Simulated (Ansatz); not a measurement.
## O on Al(110): change of the work function

How does O on the longbridge site change the work function of Al(110) as the layer fills?

Method: plane-wave DFT, PBE, Ansatz PAW, in Ansatz 0.2.0.

**1. The structure**

The cell holds 5 atoms: 5 Al. Cell: a = 4.050 Å, b = 2.864 Å, c = 23.728 Å, α = 90.0°, β = 90.0°, γ = 90.0°. Vacuum lies along c.

Coordinates:

```cif
data_structure
_symmetry_space_group_name_H-M 'P 1'
_symmetry_Int_Tables_number 1
_cell_length_a 4.0500
_cell_length_b 2.8638
_cell_length_c 23.7276
_cell_angle_alpha 90.000
_cell_angle_beta 90.000
_cell_angle_gamma 90.000
_cell_volume 275.20
loop_
_atom_site_label
_atom_site_type_symbol
_atom_site_fract_x
_atom_site_fract_y
_atom_site_fract_z
_atom_site_occupancy
Al1 Al 0.00000 0.00000 0.37931 1
Al2 Al 0.50000 0.50000 0.43965 1
Al3 Al 0.00000 0.00000 0.50000 1
Al4 Al 0.50000 0.50000 0.56035 1
Al5 Al 0.00000 0.00000 0.62069 1
```

**2. The clean slab**

The bare slab comes first, as the zero from which every change is counted. The two lowest layers are held at bulk places and the upper ones relax. The dipole correction removes the false field that a one-sided slab makes across the periodic vacuum, so each face gets a flat vacuum level of its own.

File input.yaml:

```yaml
crystal:
  lattice:
    - [4.05, 0.0, 0.0]
    - [0.0, 2.8637824638, 0.0]
    - [0.0, 0.0, 23.7275649276]
  atoms:
    - { symbol: Al, position: [0.0, 0.0, 0.3793056737] }
    - { symbol: Al, position: [0.5, 0.5, 0.4396528368] }
    - { symbol: Al, position: [0.0, 0.0, 0.5] }
    - { symbol: Al, position: [0.5, 0.5, 0.5603471632] }
    - { symbol: Al, position: [0.0, 0.0, 0.6206943263] }
kpoints:
  mp_grid: { grid: [8, 10, 1] }
hamiltonian:
  xc: pbe
scf:
  occupations: { method: fermi_dirac, width: 0.1 }
  convergence: { dr2_threshold: 1.0e-08 }
efield:
  axis: 3
  dipole_correction: true
  ramp_position: 0.97
  ramp_width: 0.06
relax:
  f_tol: 0.02
  max_steps: 60
  constraints: [{ sites: [0, 1] }]
output:
  write_potential: true
  write_density: true
  volumetric_format: npy
```

Command:

```console
$ ansatz run input.yaml --threads 4 --pin off --max-ram 6144MiB --backend cpu --events-out ev --progress --plain --runs-dir out
```

Numbers of over 12 decimals in the logs are rounded to 6 here.

Log:

```text
Engine: ansatz 0.2.0, aarch64-unknown-linux-gnu
Pseudopotentials: kind: paw
Pseudopotential: Al, paw, valence charge 3, recommended cutoff 420 eV (normal), Al.paw.azcp
Functional definition: PBE
  parameter kappa = 0.804
  parameter beta = 0.066725
  exchange = pbe_x(kappa = kappa, mu = beta*pi^2/3)
  correlation = pbe_c(beta = beta)
Crystal: 5 atoms, lattice volume = 275.200 Å³
Basis set: ecut = 420 eV, 5383 PW (Γ), exchange–correlation on 60×40×320 points (8 copies of the dense FFT grid, shifted against one another)
Bands: 13, of which v1, the nominal top of the filled ones, is band 8 counted from 1 (7 counted from 0)
Symmetry: 4 space group operations
k-points: 30 of 80
Non-local potential: Al, projectors of the file, l = 0: 2, l = 1: 2, l = 2: 1
PAW form: soft (Blöchl's): semilocal exchange-correlation on the pseudo side does not see the compensation charge
PAW one-centre angular grid: Al, 110 points (default); XC on 64 Gauss nodes
Initial density: superposition of atomic densities (neutral atoms: chi_scale 0, normalization atom), corrected by the library's trained network
Initial wavefunctions: pseudopotential atomic-orbital guess
Functional: x = pbe(κ = 0.804, μ = 0.219515), c = pbe(β = 0.066725)
SCF iter   1: F=—  HF=-2686.120360 eV  |F-HF|=—  |Δ(HF+E_count)|=         —  Δρ=1.03e-3  dr2=5.06e-3  ethr=1.77e-3  p=0.000 e·Å  D=8.51e-15 V/Å  ΔV_dip=-0.00 eV  dr2_dipole=9.03e-11  V_vac-E_F(+/−)=3.92/3.92 eV  ⟨swp⟩=8.9  Hψ=3210  notcnv=0
efield: sawtooth ramp at fractional position 0.9700 (set: `efield.ramp_position`, or a place that a band, a saddle search or an elastic batch's reference lends), width 0.0600; the density the first Hamiltonian is built on has a dipole p = 0.000 e·Å; the dipole correction subtracts the counter field D = 8.51e-15 V/Å, which shifts the + side's vacuum level by -0.00 eV against the − side's; the planar-averaged density in the ramp window peaks in size at 5.3e-6 e/Å³
preconditioner: auto → LDOS  [metal: Δε(μ)=0.036 eV  Ē_g=6.210 eV  σ=0.100 eV  W_gap=0.09  n_scr=22 (ndim 8)  ℏωp=8.7 eV  f_vac=0.557  D(μ)=2.53/eV (n_scr^D=8)  β→1.0]
SCF iter   2: F=—  HF=-2686.120757 eV  |F-HF|=—  |Δ(HF+E_count)|=   3.98e-4  Δρ=2.65e-4  dr2=3.50e-4  ethr=3.37e-5  p=0.000 e·Å  D=1.17e-5 V/Å  ΔV_dip=-0.00 eV  dr2_dipole=5.25e-12  V_vac-E_F(+/−)=3.98/3.98 eV  ⟨swp⟩=2.4  Hψ=909  notcnv=0
SCF iter   3: F=—  HF=-2686.120885 eV  |F-HF|=—  |Δ(HF+E_count)|=   1.27e-4  Δρ=7.90e-5  dr2=3.11e-5  ethr=2.34e-6  p=0.000 e·Å  D=4.50e-6 V/Å  ΔV_dip=-0.00 eV  dr2_dipole=3.13e-11  V_vac-E_F(+/−)=3.99/3.99 eV  ⟨swp⟩=2.5  Hψ=681  notcnv=0
SCF iter   4: F=—  HF=-2686.120982 eV  |F-HF|=—  |Δ(HF+E_count)|=   9.73e-5  Δρ=2.01e-5  dr2=1.89e-6  ethr=2.07e-7  p=0.000 e·Å  D=7.17e-7 V/Å  ΔV_dip=-0.00 eV  dr2_dipole=1.03e-11  V_vac-E_F(+/−)=3.98/3.98 eV  ⟨swp⟩=2.6  Hψ=662  notcnv=0
SCF iter   5: F=—  HF=-2686.120991 eV  |F-HF|=—  |Δ(HF+E_count)|=   9.33e-6  Δρ=5.24e-6  dr2=1.43e-7  ethr=1.26e-8  p=0.000 e·Å  D=1.89e-7 V/Å  ΔV_dip=-0.00 eV  dr2_dipole=4.85e-13  V_vac-E_F(+/−)=3.99/3.99 eV  ⟨swp⟩=2.6  Hψ=642  notcnv=0
SCF iter   6: F=-2686.120991 eV  HF=-2686.120991 eV  |F-HF|=1.02e-8  |Δ(HF+E_count)|=   2.37e-7  Δρ=9.00e-7  dr2=5.63e-9  ethr=6.67e-11  p=-0.000 e·Å  D=-3.85e-8 V/Å  ΔV_dip=0.00 eV  dr2_dipole=1.56e-13  V_vac-E_F(+/−)=3.99/3.99 eV  ⟨swp⟩=7.9  Hψ=2832  notcnv=0
SCF 1 converged in 6 iterations: F = -2686.120991 eV  dr2 = 5.63e-9
  greatest PAW one-centre occupation: 0.484 electrons in one spin orbital (limit 2), on the Al atom at site 0 (counted from 0), in its partial waves of l = 0
relax step   1: F+E_penalty+E_count = -2686.12099146 eV  Δ(F+E_penalty+E_count) = +0.000e0 eV  max|allowed force component| = 2.224e-1 eV/Å  Δτ_max = 0.0000 Å  (6 SCF iters, accepted)
Initial density: handed on by an earlier stage of this run
Initial wavefunctions: those handed on with the density
iter 1 solved again at ethr=5.03e-5 eV; its pass at ethr=3.10e-3 eV (dr2=7.55e-3 eV) is discarded
SCF iter   1: F=—  HF=-2686.134088 eV  |F-HF|=—  |Δ(HF+E_count)|=         —  Δρ=1.00e-3  dr2=9.92e-3  ethr=5.03e-5  p=-0.000 e·Å  D=-4.09e-8 V/Å  ΔV_dip=0.00 eV  dr2_dipole=5.54e-5  V_vac-E_F(+/−)=4.01/4.01 eV  ⟨swp⟩=2.4  Hψ=2332  notcnv=0
efield: sawtooth ramp at fractional position 0.9700 (set: `efield.ramp_position`, or a place that a band, a saddle search or an elastic batch's reference lends), width 0.0600; the density the first Hamiltonian is built on has a dipole p = -0.000 e·Å; the dipole correction subtracts the counter field D = -4.09e-8 V/Å, which shifts the + side's vacuum level by +0.00 eV against the − side's; the planar-averaged density in the ramp window peaks in size at 6.0e-8 e/Å³
eigensolver tolerance schedule calibrated: the retry pair's looser diagonalisation under-reported the residual by θ = 0.24 (0.13/decade); ethr = c·dr2/N_el runs at the constant in force after the calibration composes with the one it found (an armed cap, an earlier calibration), c = 5.6e-2
preconditioner: auto → LDOS  [metal: Δε(μ)=0.046 eV  Ē_g=6.256 eV  σ=0.100 eV  W_gap=0.11  n_scr=22 (ndim 8)  ℏωp=8.7 eV  f_vac=0.561  D(μ)=2.44/eV (n_scr^D=8)  β→1.0]
SCF iter   2: F=—  HF=-2686.132290 eV  |F-HF|=—  |Δ(HF+E_count)|=   1.80e-3  Δρ=4.77e-4  dr2=1.52e-3  ethr=3.70e-5  p=0.001 e·Å  D=8.03e-4 V/Å  ΔV_dip=-0.02 eV  dr2_dipole=6.26e-6  V_vac-E_F(+/−)=3.97/3.99 eV  ⟨swp⟩=2.3  Hψ=659  notcnv=0
SCF iter   3: F=—  HF=-2686.132244 eV  |F-HF|=—  |Δ(HF+E_count)|=   4.56e-5  Δρ=9.00e-5  dr2=6.88e-5  ethr=5.68e-6  p=-0.000 e·Å  D=-2.07e-4 V/Å  ΔV_dip=0.00 eV  dr2_dipole=1.23e-6  V_vac-E_F(+/−)=4.00/3.99 eV  ⟨swp⟩=2.1  Hψ=647  notcnv=0
SCF iter   4: F=—  HF=-2686.132351 eV  |F-HF|=—  |Δ(HF+E_count)|=   1.06e-4  Δρ=1.97e-5  dr2=2.40e-6  ethr=2.57e-7  p=-0.000 e·Å  D=-1.62e-4 V/Å  ΔV_dip=0.00 eV  dr2_dipole=2.43e-7  V_vac-E_F(+/−)=4.00/3.99 eV  ⟨swp⟩=2.2  Hψ=659  notcnv=0
SCF iter   5: F=—  HF=-2686.132359 eV  |F-HF|=—  |Δ(HF+E_count)|=   8.47e-6  Δρ=4.75e-6  dr2=1.39e-7  ethr=8.95e-9  p=-0.000 e·Å  D=-2.08e-4 V/Å  ΔV_dip=0.00 eV  dr2_dipole=7.13e-9  V_vac-E_F(+/−)=4.00/3.99 eV  ⟨swp⟩=2.7  Hψ=686  notcnv=0
SCF iter   6: F=—  HF=-2686.132359 eV  |F-HF|=—  |Δ(HF+E_count)|=   8.33e-8  Δρ=1.46e-6  dr2=1.43e-8  ethr=3.73e-11  p=-0.000 e·Å  D=-2.13e-4 V/Å  ΔV_dip=0.01 eV  dr2_dipole=2.72e-10  V_vac-E_F(+/−)=4.00/3.99 eV  ⟨swp⟩=10.1  Hψ=2723  notcnv=0
SCF iter   7: F=-2686.132359 eV  HF=-2686.132359 eV  |F-HF|=2.96e-9  |Δ(HF+E_count)|=   3.93e-8  Δρ=2.75e-7  dr2=2.85e-10  ethr=3.73e-11  p=-0.000 e·Å  D=-2.15e-4 V/Å  ΔV_dip=0.01 eV  dr2_dipole=1.17e-11  V_vac-E_F(+/−)=4.00/3.99 eV  ⟨swp⟩=9.1  Hψ=2400  notcnv=0
SCF 2 converged in 7 iterations: F = -2686.132359 eV  dr2 = 2.85e-10
relax step   2: F+E_penalty+E_count = -2686.13235942 eV  Δ(F+E_penalty+E_count) = -1.137e-2 eV  max|allowed force component| = 5.198e-2 eV/Å  Δτ_max = 0.0966 Å  (7 SCF iters, accepted)
SCF iter   1: F=—  HF=-2686.132749 eV  |F-HF|=—  |Δ(HF+E_count)|=         —  Δρ=2.18e-4  dr2=6.63e-4  ethr=1.63e-5  p=-0.000 e·Å  D=-2.15e-4 V/Å  ΔV_dip=0.01 eV  dr2_dipole=6.07e-6  V_vac-E_F(+/−)=4.00/3.99 eV  ⟨swp⟩=2.0  Hψ=1260  notcnv=0
efield: sawtooth ramp at fractional position 0.9700 (set: `efield.ramp_position`, or a place that a band, a saddle search or an elastic batch's reference lends), width 0.0600; the density the first Hamiltonian is built on has a dipole p = -0.000 e·Å; the dipole correction subtracts the counter field D = -2.15e-4 V/Å, which shifts the + side's vacuum level by +0.01 eV against the − side's; the planar-averaged density in the ramp window peaks in size at 4.4e-8 e/Å³
preconditioner: auto → LDOS  [metal: Δε(μ)=0.042 eV  Ē_g=6.244 eV  σ=0.100 eV  W_gap=0.11  n_scr=22 (ndim 8)  ℏωp=8.7 eV  f_vac=0.559  D(μ)=2.43/eV (n_scr^D=8)  β→1.0]
SCF iter   2: F=—  HF=-2686.132604 eV  |F-HF|=—  |Δ(HF+E_count)|=   1.45e-4  Δρ=1.00e-4  dr2=6.41e-5  ethr=4.42e-6  p=-0.000 e·Å  D=-2.57e-4 V/Å  ΔV_dip=0.01 eV  dr2_dipole=5.03e-7  V_vac-E_F(+/−)=4.00/3.99 eV  ⟨swp⟩=2.6  Hψ=824  notcnv=0
SCF iter   3: F=—  HF=-2686.132729 eV  |F-HF|=—  |Δ(HF+E_count)|=   1.26e-4  Δρ=2.11e-5  dr2=5.35e-6  ethr=4.27e-7  p=-0.000 e·Å  D=-1.19e-4 V/Å  ΔV_dip=0.00 eV  dr2_dipole=4.51e-7  V_vac-E_F(+/−)=4.00/3.99 eV  ⟨swp⟩=2.4  Hψ=618  notcnv=0
SCF iter   4: F=—  HF=-2686.132737 eV  |F-HF|=—  |Δ(HF+E_count)|=   8.19e-6  Δρ=4.92e-6  dr2=2.79e-7  ethr=3.57e-8  p=-0.000 e·Å  D=-1.40e-4 V/Å  ΔV_dip=0.00 eV  dr2_dipole=3.34e-9  V_vac-E_F(+/−)=4.00/3.99 eV  ⟨swp⟩=2.3  Hψ=637  notcnv=0
SCF iter   5: F=-2686.132738 eV  HF=-2686.132738 eV  |F-HF|=1.76e-8  |Δ(HF+E_count)|=   7.77e-8  Δρ=1.23e-6  dr2=6.58e-9  ethr=6.67e-11  p=-0.000 e·Å  D=-1.19e-4 V/Å  ΔV_dip=0.00 eV  dr2_dipole=7.75e-12  V_vac-E_F(+/−)=3.99/3.99 eV  ⟨swp⟩=8.2  Hψ=2887  notcnv=0
SCF 3 converged in 5 iterations: F = -2686.132738 eV  dr2 = 6.58e-9
relax step   3: F+E_penalty+E_count = -2686.13273755 eV  Δ(F+E_penalty+E_count) = -3.781e-4 eV  max|allowed force component| = 1.131e-2 eV/Å  Δτ_max = 0.0135 Å  (5 SCF iters, accepted)
NSCF: frozen V_eff on 30 k-points
the band table was solved once a step of the walk had ended and its energy, with any forces and stress, was formed, with the checks that follow a solve (3656 applications of the Hamiltonian). They found nothing against the state; the energy, forces and stress were not computed again (output.eigenvalues in the input reference)
WARN: The output density's exchange-correlation potential varies sharply where the density is thin. Do not read a vacuum level from v_tot or v_xc, or from such a field of the output density. On a cell that repeats whose density bears no net charge and no dipole along the vacuum's axis use v_es (v_loc + v_h of the components); under efield.dipole_correction with no amplitude use v_es + v_field, which holds any externa [...]
SCF converged after 5 iterations
Free energy (F): -2686.132738 eV
Harris-Foulkes:  -2686.132738 eV  (|F-HF|=1.76e-8)
Internal energy: -2686.055265 eV  (E = F + TS)
E sigma→0 (E₀):  -2686.094001 eV
Entropy (-TS):   -0.077473 eV (-15.495 meV/atom)
Fermi energy:    -0.324241 eV
Dipole field:    D = -0.000116 V/Å  (p = -0.000176 e·Å, saw-weighted, corrected)
Work function:   Φ+ = 3.9949 eV   Φ− = 3.9922 eV
Levels:          The Fermi level and band energies are counted from a zero that moves with the ramp; work functions are not
--- Per-component energies (eV) ---
  E_band       = -67.037371
  E_kinetic    = 106.992727
  E_local      = -3316.049869  (includes V_loc(G=0)·N_el)
  E_nonlocal   = 52.541009
  E_hartree    = 1623.450359
  E_xc         = -194.584552
  E_vxc        = -139.262450  (∫ρ·V_xc dr)
  E_paw        = -2336.476095  (= ΣΔE_a)
  E_vpaw       = -18.159634  (= ΣTr[D̂ρ^β])
  E_aug_tail   = -0.000011  (compensation charges beyond the density's cutoff)
  E_efield     = 0.000000  (sawtooth field / dipole correction)
  E_vefield    = -0.000037  (∫n·V_field dr)
  E_ewald      = 1378.071166
  E_smearing   = -0.077473  (= −TS)
  E_closure    = -0.000000  (closes the sum)
  Σ components = -2686.132738   (vs F -2686.132738, Δ=0.00e0)
--- Forces (eV/Å), atoms counted from 1 ---
  atom   1  Al     0.00000000     0.00000000     0.17191758
  atom   2  Al     0.00000000     0.00000000    -0.17258226
  atom   3  Al     0.00000000     0.00000000     0.01131119
  atom   4  Al     0.00000000     0.00000000    -0.00776656
  atom   5  Al     0.00000000     0.00000000    -0.00286376
  max |Σ_I F_I| component: 1.62e-5 eV/Å
--- Band table (eV; the first three rows and the last of 30) ---
  k-point 0: bands = [... 4 lower, -2.8147, -1.4319, -1.2153, -1.0817, 0.3482, 1.3723, 1.7080, 3.0230, ... 1 higher]
  k-point 1: bands = [... 4 lower, -2.6498, -1.2646, -1.0505, -0.9199, 0.5134, 1.5375, 1.8516, 2.8769, ... 1 higher]
  k-point 2: bands = [... 4 lower, -2.1548, -0.8722, -0.5560, -0.4821, 0.4493, 0.9403, 1.7353, 2.0325, ... 1 higher]
  k-point 29: bands = [... 4 lower, -3.0322, -3.0114, -2.8411, -1.7330, -1.0960, -0.0187, 0.3412, 0.5050, ... 1 higher]
--- Relaxed structure (3 steps of the walk, 3 accepted, 0 SCFs on fresh bases) ---
  F+E_penalty+E_count = -2686.13273755 eV   max|allowed force component| = 1.131e-2 eV/Å
  atoms:
    - { symbol: Al, position: [0.0, 0.0, 0.3793056737] }
    - { symbol: Al, position: [0.5, 0.5, 0.4396528368] }
    - { symbol: Al, position: [0.0, 0.0, 0.498766] }
    - { symbol: Al, position: [0.5, 0.5, 0.560974] }
    - { symbol: Al, position: [0.0, 0.0, 0.616776] }
```

The job ended after 23 s (4 threads of Arm Neoverse N1, shared host; peak memory 0.48 GiB; 57 s of CPU time).

Relaxation path:

| step | energy less that of the first step (eV) | largest force component (eV/Å) |
| --- | --- | --- |
| 1 | 0.0000 | 0.2224 |
| 2 | -0.0114 | 0.0520 |
| 3 | -0.0117 | 0.0113 |

Forces are held to the 4 operations that the run works with; a distortion that breaks them can't arise in this run.

The atoms that moved most (Å):

| atom | dx | dy | dz | length |
| --- | --- | --- | --- | --- |
| Al5 | 0.000 | 0.000 | -0.093 | 0.093 |
| Al3 | 0.000 | 0.000 | -0.029 | 0.029 |
| Al4 | 0.000 | 0.000 | 0.015 | 0.015 |

Final coordinates:

```xyz
5
Lattice="4.0500 0.0000 0.0000 0.0000 2.8638 0.0000 0.0000 0.0000 23.7276" Properties=species:S:1:pos:R:3
Al    0.0000    0.0000    9.0000
Al    2.0250    1.4319   10.4319
Al    0.0000    0.0000   11.8345
Al    2.0250    1.4319   13.3105
Al    0.0000    0.0000   14.6346
```

This step gave:

| Quantity | Value |
| --- | --- |
| energy at zero smearing | -2686.0940 eV |
| work function, upper face | 3.995 eV |
| dipole along the normal | -1.76e-4 e·Å |

Running mean over 1.432 Å of the planar mean; the ramp of the sawtooth is left out. The electron's electrostatic potential energy less the Fermi level by z:

| z (Å) | electron's electrostatic potential energy less the Fermi level (eV) |
| --- | --- |
| 3.0 | 3.99 |
| 3.5 | 3.99 |
| 4.0 | 3.99 |
| 4.5 | 3.99 |
| 5.0 | 3.99 |
| 5.5 | 3.98 |
| 6.0 | 3.95 |
| 6.5 | 3.87 |
| 7.0 | 3.59 |
| 7.5 | 2.68 |
| 8.0 | 0.664 |
| 8.5 | -1.67 |
| 9.0 | -3.65 |
| 9.5 | -4.48 |
| 10.0 | -4.67 |
| 10.5 | -4.77 |
| 11.0 | -4.82 |
| 11.5 | -4.80 |
| 12.0 | -4.64 |
| 12.5 | -4.57 |
| 13.0 | -4.67 |
| 13.5 | -5.00 |
| 14.0 | -4.99 |
| 14.5 | -4.38 |
| 15.0 | -2.40 |
| 15.5 | 0.00563 |
| 16.0 | 2.24 |
| 16.5 | 3.43 |
| 17.0 | 3.82 |
| 17.5 | 3.94 |
| 18.0 | 3.98 |
| 18.5 | 3.99 |
| 19.0 | 3.99 |
| 19.5 | 3.99 |
| 20.0 | 3.99 |
| 20.5 | 3.99 |

The relaxation took 3 steps and lowered the energy by 0.012 eV; the largest force on the free atoms ends at 0.011 eV/Å.

The work function of the upper face is 3.99 eV.

[end of part 1 of 5]

[Logs are printed without paths, hosts, clocks, repeated set-up lines and the standing remarks that a program may print on its own settings, such as how far it seeks lower states.]

[Hosts, paths, dates, database ids (printed as entryN), source tags and the programs' standing remarks are cut or masked in the printed files.]

[Maps of the electrostatic potential energy from Ansatz leave out the sawtooth potential of an applied field or a dipole correction, so their vacuum need not be flat; planar profiles and work functions include it.]
